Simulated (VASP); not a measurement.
Set up this calculation in VASP 6.6.1, as the native input.

| Quantity | Value |
| --- | --- |
| Task | single point |
| Functional | RPBE |
| Potentials or basis | VASP PAW PBE potentials, release 64 (Ti_sv) |
| Cutoff | 520 eV |
| k mesh | 13 × 13 × 13 |
| Occupations | fermi-dirac, width 0.1 eV |
| Spin | no spin polarisation |
| Dipole correction | no |
| Further INCAR settings | ALGO = Fast; EDIFF = 1e-07; NBANDS = 12 |

The structure of Ti lies in POSCAR:

```
Ti
1.0
    0.0000000000      2.0786501971      2.0786501971
    2.0786501971      0.0000000000      2.0786501971
    2.0786501971      2.0786501971      0.0000000000
Ti
1
Direct
    0.0000000000      0.0000000000      0.0000000000
```

The cell was built by a generator and needn't be a form met in nature.

One way to write it, as run:

INCAR

```
PREC = Accurate ; ENCUT = 520
EDIFF = 1E-7 ; ISMEAR = -1
SIGMA = 0.1 ; LREAL = False
LASPH = True ; NELM = 100
ALGO = Fast ; ISIF = 2
LWAVE = False ; LCHARG = True
GGA = RP ; LELF = True
LVHAR = True ; NBANDS = 12
```

KPOINTS

```
regular mesh
0
Gamma
  13 13 13
```

Potentials or basis: VASP PAW PBE potentials, release 64 (Ti_sv).

The run is started by

```bash
$ cat potpaw_PBE.64/Ti_sv/POTCAR > POTCAR
$ mpirun -np 1 vasp_std > vasp.out
```

It gave:

```
Pressure               : -0.3 GPa
Band gap on the k mesh : none (metal or under the smearing width)
```

Caveat: the PAW data sets were made with another functional, which shifts forces and pressure a little.

Run time: 24 s on 1 thread of AMD EPYC 9R45 96-Core Processor (Zen 5), with other jobs on the host, peak memory 0.11 GiB.
